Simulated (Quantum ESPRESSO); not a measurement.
CaO in Quantum ESPRESSO: the effect of functional

CaO:

```
Ca O
1.0
     0.00000    2.40356    2.40356
     2.40356    0.00000    2.40356
     2.40356    2.40356    0.00000
Ca O
1 1
Direct
  0.00000 0.00000 0.00000
  0.50000 0.50000 0.50000
```

The cell is a database's computed one.

Alike in all runs:

* Program: Quantum ESPRESSO 7.5
* Task: band structure
* Potentials or basis: SG15 PBE 1.2
* Cutoff: 1197 eV
* Density cutoff: 4789 eV
* k mesh: 10 × 10 × 10
* Occupations: fermi-dirac, width 0.05 eV
* Spin: no spin polarisation

**Question.** One run gave: gap on the mesh 3.55 eV; pressure -2.4 GPa. Which functional did it use?
A. optB88-vdW
B. LDA
C. RPBE
D. BLYP
E. PBEsol

**Answer.** E.

```csv
functional,gap on the mesh (eV),pressure (GPa)
LDA,3.47,-5.9
PBEsol,3.55,-2.4
PBE,3.65,1.5
RPBE,3.76,5.0
AM05,3.58,-1.3
optB88-vdW,3.69,-0.6
BLYP,3.76,4.2
```

Caveats: the potentials were made for another functional, which shifts forces and pressure (some runs).

A k mesh can miss the band edges.

Not every run made on this cell is shown here.
